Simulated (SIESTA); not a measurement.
# ZnS (Wurtzite-2H) under changes of volume

One of the cells (19.603 Å³/atom); the others are scaled copies at fixed shape and fractional positions:

```
Zn S
1.0
     3.81100    0.00000    0.00000
    -1.90550    3.30042    0.00000
     0.00000    0.00000    6.23400
Zn S
2 2
Direct
  0.66667 0.33333 0.50000
  0.33333 0.66667 0.00000
  0.66667 0.33333 0.88500
  0.33333 0.66667 0.38500
```

| Item | Value |
| --- | --- |
| Program | SIESTA 5.4.2 |
| Functional | PBE |
| Potentials or basis | SG15 1.2 (PBE files) or PseudoDojo by element |
| Basis | DZP (energy shift 0.003 Ry; two zetas on semicore shells) |
| Grid cutoff | 800 Ry |
| Energy shift | 0.003 Ry |
| k mesh | 8 × 8 × 5 |
| Occupations | fermi-dirac, width 0.05 eV |
| Spin | no spin polarisation |

| volume (Å³/atom) | energy over the lowest point (meV/atom) | pressure (GPa) | gap on the mesh (eV) | largest force (eV/Å) |
| --- | --- | --- | --- | --- |
| 18.427 | 54.90 | 9.5 | 2.92 | 0.447 |
| 18.819 | 34.57 | 7.2 | 2.80 | 0.414 |
| 19.211 | 19.51 | 5.2 | 2.68 | 0.377 |
| 19.603 | ? | ? | ? | ? |
| 19.995 | 2.62 | 1.8 | 2.46 | 0.348 |
| 20.387 | 0.00 | 0.3 | 2.36 | 0.321 |
| 20.779 | 1.01 | -1.1 | 2.25 | 0.290 |

Q: What does the run at 19.603 Å³/atom give?

A: Energy over the lowest point 9.01 meV/atom; pressure 3.4 GPa; gap on the mesh 2.57 eV; largest force 0.357 eV/Å.

Worked out: A Birch-Murnaghan fit of order 3 (a polynomial in V^(-2/3)) to the other rows has its minimum at 20.47 Å³/atom with B0 = V·E''(V) = 72 GPa and B' = 4.0 at fixed shape and positions, which overstates the stiffness. It gives 8.93 meV/atom at 19.603 Å³/atom, against the run's 9.01, and -dE/dV = 3.4 GPa, against 3.4. A straight line through the other rows of the gap, of slope -5.55 eV per unit of ln V (its deformation potential), gives 2.57 eV, against the run's 2.57.

Energies are extrapolated to zero smearing.

Caveats: an odd mesh through Γ misses points on the zone boundary, where band edges often lie; the basis of atomic orbitals isn't converged, which shifts pressures, moduli and gaps.
